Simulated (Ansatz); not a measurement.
# Al (Fm-3m) in Ansatz: notebook

The runs below take Al through band structure, single point, equation of state, with PBE.

Everything below comes from runs of Ansatz 0.2.0. Logs are shortened: lines on timing, memory, paths and dates and some standing lists are left out, and cuts for length are marked.

**What was measured.**

From “The interpretation of polycrystalline coherent inelastic neutron scattering from aluminium”, 2013, pmc:3831299, for a bulk crystal of Al: bulk modulus 76.9 GPa.

How close the calculation comes is told below.

**1. The structure**

Symmetry: Fm-3m, No. 225, cubic system. Conventional cell: a = 4.050 Å, b = 4.050 Å, c = 4.050 Å, α = 90.00°, β = 90.00°, γ = 90.00°. Al (site symmetry m-3m) is surrounded by 12 Al at 2.86 Å.

**2. Band structure, PBE**

input.yaml

```yaml
crystal:
  lattice:
    - [0.0, 2.024805, 2.024805]
    - [2.024805, 0.0, 2.024805]
    - [2.024805, 2.024805, 0.0]
  atoms:
    - { symbol: Al, position: [0.0, 0.0, 0.0] }
hamiltonian:
  xc: pbe
  pseudopotentials: { kind: paw, accuracy: stringent }
kpoints:
  mp_grid: { grid: [11, 11, 11] }
  band_path:
    path:
      - [[0.0, 0.0, 0.0], [0.5, 0.0, 0.5], [0.5, 0.25, 0.75], [0.375, 0.375, 0.75], [0.0, 0.0, 0.0], [0.5, 0.5, 0.5], [0.625, 0.25, 0.625], [0.5, 0.25, 0.75], [0.5, 0.5, 0.5], [0.375, 0.375, 0.75]]
      - [[0.625, 0.25, 0.625], [0.5, 0.0, 0.5]]
    npoints: 14
scf:
  occupations: { method: fermi_dirac, width: 0.05 }
  n_extra_bands: 6
output:
  forces: true
  stress: true
  eigenvalues: true
  fatbands: false
  write_density: true
  write_potential: true
  elf: true
  volumetric_format: npy
```

Potentials or basis: SSSP precision PAW.

The run is started by

```bash
$ ansatz run input.yaml --threads 2 --pin off --max-ram 5120MiB --backend cpu --events-out ev --progress --plain --runs-dir out
```

Log:

```text
Warning: The stringent table, which hamiltonian.pseudopotentials names, holds the potential of the library's standard table for Al (one content_sha256, or a second file that the publisher made of the same generator input, which states another). The run takes no other species from the library, so that hamiltonian.pseudopotentials.accuracy: standard would change no potential of it. The deck needs no change, but a comparison with a run at hamiltonian.pseudopotentials.accuracy: standard does not test the potential of Al. With hamiltonian.pseudopotentials.accuracy and source left out a run reads another potential of Al, from this project's own files. To test it, run on another potential, such as that of hamiltonian.pseudopotentials: {kind: paw}
Warning: RAYON_NUM_THREADS=2 ignored (pool sized by the plan → 2); use --threads N
scf.n_extra_bands = 6 over 2 filled bands (N_el = 3.0): the run solves 8 bands
Engine: ansatz 0.2.0, aarch64-unknown-linux-gnu
Pseudopotentials: kind: paw
Pseudopotential: Al, paw, valence charge 3, recommended cutoff 408.170794 eV (normal), Al.paw.azcp
Functional definition: PBE
  parameter kappa = 0.804
  parameter beta = 0.06672455060314922
  exchange = pbe_x(kappa = kappa, mu = beta*pi^2/3)
  correlation = pbe_c(beta = beta)
Crystal: 1 atoms, lattice volume = 16.603 Å³
Basis set: ecut = 408.170794 eV, 331 PW (Γ), exchange–correlation on 60×60×60 points (8 copies of the dense FFT grid, shifted against one another)
Bands: 8, of which v1, the nominal top of the filled ones, is band 2 counted from 1 (1 counted from 0)
Symmetry: 48 space group operations
Space group: Fm-3m (ITA 225), of the structure as read, at distance tolerance 2.6e-5 Å
k-points: 56 of 1331
Non-local potential: Al, projectors of the file, l = 0: 2, l = 1: 2, l = 2: 2
PAW form: compensated (Kresse and Joubert's): semilocal exchange-correlation on the pseudo side sees the compensation charge
PAW one-centre angular grid: Al, 110 points (default); XC on 64 Gauss nodes
Initial density: superposition of atomic densities (chi_scale 0.1, normalization cell)
Initial wavefunctions: pseudopotential atomic-orbital guess
Functional: x = pbe(κ = 0.804, μ = 0.2195149727645171), c = pbe(β = 0.06672455060314922)
SCF iter   1: F=—  HF=-537.471431 eV  |F-HF|=—  |Δ(HF+E_count)|=         —  Δρ=2.18e-2  dr2=7.30e-2  ethr=3.10e-3  ⟨swp⟩=4.8  Hψ=3121  notcnv=0
preconditioner: auto → none  [metal: Δε(μ)=0.044 eV  Ē_g=16.469 eV  σ=0.050 eV  W_gap=0.22  n_scr=0 (ndim 8)  ℏωp=15.8 eV  f_vac=0.000  D(μ)=0.54/eV (n_scr^D=0)]
SCF iter   2: F=—  HF=-537.458372 eV  |F-HF|=—  |Δ(HF+E_count)|=   1.31e-2  Δρ=1.06e-2  dr2=1.70e-2  ethr=2.43e-3  ⟨swp⟩=1.0  Hψ=896  notcnv=0  defer=23
SCF iter   3: F=—  HF=-537.454540 eV  |F-HF|=—  |Δ(HF+E_count)|=   3.83e-3  Δρ=2.54e-4  dr2=1.19e-5  ethr=5.66e-4  ⟨swp⟩=2.0  Hψ=518  notcnv=0  defer=90
SCF iter   4: F=—  HF=-537.454532 eV  |F-HF|=—  |Δ(HF+E_count)|=   7.98e-6  Δρ=4.94e-5  dr2=3.98e-7  ethr=3.96e-7  ⟨swp⟩=2.1  Hψ=424  notcnv=0  defer=92
SCF iter   5: F=-537.454532 eV  HF=-537.454532 eV  |F-HF|=2.23e-9  |Δ(HF+E_count)|=   9.43e-8  Δρ=7.39e-6  dr2=8.88e-9  ethr=3.33e-9  ⟨swp⟩=9.2  Hψ=2349  notcnv=0
SCF 1 converged in 5 iterations: F = -537.454532 eV  dr2 = 8.88e-9
NSCF: frozen V_eff on 142 k-points
SCF converged after 5 iterations
Free energy (F): -537.454532 eV
Harris-Foulkes:  -537.454532 eV  (|F-HF|=2.23e-9)
Internal energy: -537.450524 eV  (E = F + TS)
E sigma→0 (E₀):  -537.452528 eV
Entropy (-TS):   -0.004008 eV (-4.008 meV/atom)
Fermi energy:    7.854634 eV
--- Per-component energies (eV) ---
  E_band       = 10.294629
  E_kinetic    = 22.495398
  E_local      = 7.961579  (includes V_loc(G=0)·N_el)
  E_nonlocal   = 12.394324
  E_hartree    = 0.078518
  E_xc         = -35.203069
  E_vxc        = -29.779966  (∫ρ·V_xc dr)
  E_paw        = -471.814223  (= ΣΔE_a)
  E_vpaw       = -2.933768  (= ΣTr[D̂ρ^β])
  E_aug_tail   = 0.000001  (compensation charges beyond the density's cutoff)
  E_ewald      = -73.363052
  E_smearing   = -0.004008  (= −TS)
  E_closure    = -0.000000  (closes the sum)
  Σ components = -537.454532   (vs F -537.454532, Δ=0.00e0)
--- Forces (eV/Å), atoms counted from 1 ---
  atom   1  Al     0.00000000     0.00000000     0.00000000
  max |Σ_I F_I| component: 2.98e-32 eV/Å
--- Stress (GPa, compression-positive) ---
       -0.482715       0.000000       0.000000
        0.000000      -0.482715      -0.000000
        0.000000       0.000000      -0.482715
  P = ⅓ Tr σ = -0.4827 GPa (-4.827 kbar)
--- Band table (eV; the first three rows and the last of 56) ---
  k-point 0: bands = ["-3.2532", "20.4173", "20.4173", "20.4173", "21.8689", "21.8689", "21.8689", "24.3402"]
  k-point 1: bands = ["-3.0294", "17.5066", "19.7731", "19.7731", "22.5606", "22.8491", "22.8491", "26.0600"]
  k-point 2: bands = ["-2.3602", "13.8652", "19.0424", "19.0424", "22.3346", "23.6628", "23.6628", "25.1927"]
  k-point 55: bands = ["6.4567", "6.7117", "8.1157", "9.9939", "21.7212", "24.5408", "24.7976", "26.6621"]
```

bands.tsv:

```text
# k_distance	band_0	band_1	band_2	band_3	band_4	band_5	band_6	band_7
# fermi_ev = 7.854634
# lock_threshold_ev = 1e-6
# [0, 0, 0] at k_distance = 0.000000
# [0.5, 0, 0.5] at k_distance = 1.551553
[... 149 lines left out ...]
9.646265	-2.584926	-1.260671	1.565470	5.874169	7.283206	11.855555	23.632848	24.575975
9.685448	-2.664053	-1.341925	2.054627	5.800328	7.145938	11.290425	23.937837	24.971023
9.724630	-2.732618	-1.413124	2.547887	5.736344	7.000698	10.757422	24.224378	25.347148
9.763813	-2.790627	-1.473794	3.042687	5.682213	6.839203	10.267374	24.486370	25.696929
9.802996	-2.838083	-1.523667	3.535761	5.637930	6.650442	9.834625	24.716729	26.010590
9.842178	-2.874989	-1.562581	4.022524	5.603492	6.422001	9.476277	24.907684	26.276215
9.881361	-2.901350	-1.590432	4.495858	5.578895	6.144352	9.209091	25.051668	26.480520
9.920544	-2.917165	-1.607167	4.941116	5.564138	5.820120	9.045120	25.141145	26.609831
9.959726	-2.922437	-1.612750	5.242792	5.559219	5.559219	8.990026	25.171557	26.654215
```

rho_z.tsv:

```text
# z_ang	rho[e/angstrom^3]
# format = ansatz-planar-average/11
# lattice	0.000000000	2.024805000	2.024805000
# lattice	2.024805000	0.000000000	2.024805000
# lattice	2.024805000	2.024805000	0.000000000
# sites	1
# site	13	0.000000000	0.000000000	0.000000000
0.000000	1.889820e-1
0.095450	1.878401e-1
0.190900	1.849049e-1
0.286351	1.814064e-1
0.381801	1.787133e-1
0.477251	1.776964e-1
[... 22 lines left out ...]
2.672606	1.849049e-1
2.768056	1.878401e-1
```

Run time: 0.98 s. Hardware: 2 threads of Arm Neoverse N1, shared host; peak memory 0.26 GiB.

Results:

- Free energy: -537.4545 eV
- Pressure: -0.5 GPa
- Band gap on the k mesh: none (metal or under the smearing width)

Levels at the corners of the path, in eV from the Fermi level:
```csv
point,band 1,band 2,band 3,band 4,band 5
Γ,-11.11,12.56,12.56,12.56,14.01
X,-2.92,-1.61,5.24,5.56,5.56
W,-0.85,-0.85,0.17,1.06,15.76
K,-1.89,-1.36,-0.42,6.52,8.16
Γ,-11.11,12.56,12.56,12.56,14.01
L,-4.58,-4.38,11.33,11.33,11.41
U,-1.89,-1.36,-0.42,6.52,8.16
W,-0.85,-0.85,0.17,1.06,15.76
L,-4.58,-4.38,11.33,11.33,11.41
K,-1.89,-1.36,-0.42,6.52,8.16
U,-1.89,-1.36,-0.42,6.52,8.16
X,-2.92,-1.61,5.24,5.56,5.56
```

**3. Single point, PBE, 15.61 Å³/atom (volume scaled by 0.94)**

input.yaml

```yaml
crystal:
  lattice:
    - [0.0, 1.9834708509, 1.9834708509]
    - [1.9834708509, 0.0, 1.9834708509]
    - [1.9834708509, 1.9834708509, 0.0]
  atoms:
    - { symbol: Al, position: [0.0, 0.0, 0.0] }
hamiltonian:
  xc: pbe
  pseudopotentials: { kind: nc, accuracy: stringent }
kpoints:
  mp_grid: { grid: [11, 11, 11] }
scf:
  occupations: { method: fermi_dirac, width: 0.05 }
output:
  forces: true
  stress: true
  eigenvalues: true
```

Potentials or basis: PseudoDojo stringent (PBE files).

The run is started by

```bash
$ ansatz run input.yaml --threads 2 --pin off --max-ram 5120MiB --backend cpu --events-out ev --progress --plain --runs-dir out
```

It took 0.61 s on 2 threads of Arm Neoverse N1, shared host; peak memory 0.23 GiB.

Results (log left out):

| Item | Value |
| --- | --- |
| Free energy | -63.0627 eV |
| Pressure | 4.8 GPa |
| Band gap on the k mesh | none (metal or under the smearing width) |

**4. Single point, PBE, 15.94 Å³/atom (volume scaled by 0.96)**

Edit input.yaml of step 3 so:

```diff
@@ -2,5 +2,5 @@
   lattice:
-    - [0.0, 1.9834708509, 1.9834708509]
-    - [1.9834708509, 0.0, 1.9834708509]
-    - [1.9834708509, 1.9834708509, 0.0]
+    - [0.0, 1.9974394157, 1.9974394157]
+    - [1.9974394157, 0.0, 1.9974394157]
+    - [1.9974394157, 1.9974394157, 0.0]
   atoms:
@@ -18 +18,5 @@
   eigenvalues: true
+  write_density: true
+  write_potential: true
+  elf: true
+  volumetric_format: npy
```

The run is started by

```bash
$ ansatz run input.yaml --threads 2 --pin off --max-ram 5120MiB --backend cpu --events-out ev --progress --plain --runs-dir out
```

It took 0.83 s on 2 threads of Arm Neoverse N1, shared host; peak memory 0.23 GiB.

Results (log left out):

| Item | Value |
| --- | --- |
| Free energy | -63.0705 eV |
| Pressure | 2.8 GPa |
| Band gap on the k mesh | none (metal or under the smearing width) |

**5. Single point, PBE, 16.27 Å³/atom (volume scaled by 0.98)**

input.yaml

```yaml
crystal:
  lattice:
    - [0.0, 2.0112152952, 2.0112152952]
    - [2.0112152952, 0.0, 2.0112152952]
    - [2.0112152952, 2.0112152952, 0.0]
  atoms:
    - { symbol: Al, position: [0.0, 0.0, 0.0] }
hamiltonian:
  xc: pbe
  pseudopotentials: { kind: nc, accuracy: stringent }
kpoints:
  mp_grid: { grid: [11, 11, 11] }
scf:
  occupations: { method: fermi_dirac, width: 0.05 }
output:
  forces: true
  stress: true
  eigenvalues: true
```

The run is started by

```bash
$ ansatz run input.yaml --threads 2 --pin off --max-ram 5120MiB --backend cpu --events-out ev --progress --plain --runs-dir out
```

Run time: 0.67 s. Hardware: 2 threads of Arm Neoverse N1, shared host; peak memory 0.22 GiB.

Results (log left out):

- Free energy: -63.0744 eV
- Pressure: 1.0 GPa
- Band gap on the k mesh: none (metal or under the smearing width)

**6. Single point, PBE, 16.60 Å³/atom**

Edit input.yaml of step 5 so:

```diff
@@ -2,5 +2,5 @@
   lattice:
-    - [0.0, 2.0112152952, 2.0112152952]
-    - [2.0112152952, 0.0, 2.0112152952]
-    - [2.0112152952, 2.0112152952, 0.0]
+    - [0.0, 2.024805, 2.024805]
+    - [2.024805, 0.0, 2.024805]
+    - [2.024805, 2.024805, 0.0]
   atoms:
```

Potentials or basis: PseudoDojo stringent (PBE files).

The run is started by

```bash
$ ansatz run input.yaml --threads 2 --pin off --max-ram 5120MiB --backend cpu --events-out ev --progress --plain --runs-dir out
```

Wall time 0.66 s (2 threads of Arm Neoverse N1, shared host); peak memory 0.23 GiB.

The run converged. Its results:

| Quantity | Value |
| --- | --- |
| Free energy | -63.0747 eV |
| Pressure | -0.7 GPa |
| Band gap on the k mesh | none (metal or under the smearing width) |

**7. Single point, PBE, 16.93 Å³/atom (volume scaled by 1.02)**

Edit input.yaml of step 6 so:

```diff
@@ -2,5 +2,5 @@
   lattice:
-    - [0.0, 2.024805, 2.024805]
-    - [2.024805, 0.0, 2.024805]
-    - [2.024805, 2.024805, 0.0]
+    - [0.0, 2.0382146954, 2.0382146954]
+    - [2.0382146954, 0.0, 2.0382146954]
+    - [2.0382146954, 2.0382146954, 0.0]
   atoms:
```

The run is started by

```bash
$ ansatz run input.yaml --threads 2 --pin off --max-ram 5120MiB --backend cpu --events-out ev --progress --plain --runs-dir out
```

Wall time 0.64 s (2 threads of Arm Neoverse N1, shared host); peak memory 0.23 GiB.

Results (log left out):

| Item | Value |
| --- | --- |
| Free energy | -63.0718 eV |
| Pressure | -2.1 GPa |
| Band gap on the k mesh | none (metal or under the smearing width) |

**8. Single point, PBE, 17.27 Å³/atom (volume scaled by 1.04)**

Edit input.yaml of step 7 so:

```diff
@@ -2,5 +2,5 @@
   lattice:
-    - [0.0, 2.0382146954, 2.0382146954]
-    - [2.0382146954, 0.0, 2.0382146954]
-    - [2.0382146954, 2.0382146954, 0.0]
+    - [0.0, 2.0514502267, 2.0514502267]
+    - [2.0514502267, 0.0, 2.0514502267]
+    - [2.0514502267, 2.0514502267, 0.0]
   atoms:
```

The run is started by

```bash
$ ansatz run input.yaml --threads 2 --pin off --max-ram 5120MiB --backend cpu --events-out ev --progress --plain --runs-dir out
```

It took 0.63 s on 2 threads of Arm Neoverse N1, shared host; peak memory 0.23 GiB.

It converged, with:

```yaml
Free_energy: -63.0660 eV
Pressure: -3.4 GPa
Band_gap_on_the_k_mesh: none (metal or under the smearing width)
```

**9. Single point, PBE, 17.60 Å³/atom (volume scaled by 1.06)**

Edit input.yaml of step 8 so:

```diff
@@ -2,5 +2,5 @@
   lattice:
-    - [0.0, 2.0514502267, 2.0514502267]
-    - [2.0514502267, 0.0, 2.0514502267]
-    - [2.0514502267, 2.0514502267, 0.0]
+    - [0.0, 2.0645171409, 2.0645171409]
+    - [2.0645171409, 0.0, 2.0645171409]
+    - [2.0645171409, 2.0645171409, 0.0]
   atoms:
```

Potentials or basis: PseudoDojo stringent (PBE files).

The run is started by

```bash
$ ansatz run input.yaml --threads 2 --pin off --max-ram 5120MiB --backend cpu --events-out ev --progress --plain --runs-dir out
```

It took 0.65 s on 2 threads of Arm Neoverse N1, shared host; peak memory 0.23 GiB.

It converged, with:

| Quantity | Value |
| --- | --- |
| Free energy | -63.0577 eV |
| Pressure | -4.6 GPa |
| Band gap on the k mesh | none (metal or under the smearing width) |

**10. Equation of state, PBE**

Potentials or basis: PseudoDojo stringent.

No new run: the results of the series are fitted here.

Results:

```
Equilibrium volume                      : 16.46 Å³/atom
Bulk modulus                            : 80 GPa
Pressure derivative of the bulk modulus : 4.5
```

Energy against volume, from the lowest point:
| volume (Å³/atom) | energy (meV/atom) |
| --- | --- |
| 15.607 | 11.94 |
| 15.939 | 4.14 |
| 16.271 | 0.29 |
| 16.603 | 0.00 |
| 16.935 | 2.90 |
| 17.267 | 8.65 |
| 17.599 | 16.94 |

**11. Against experiment**

Step 10. A measured bulk modulus of Al is 76.9 GPa (quoted in “The interpretation of polycrystalline coherent inelastic neutron scattering from aluminium”, 2013, pmc:3831299); the calculated 80 GPa misses it by +3.6 %. The fit is for a static lattice scaled at fixed shape and fixed fractional positions. The cell as given is a measured one (16.60 Å³/atom); PBE puts the equilibrium volume -0.8 % from it, thermal expansion not counted.
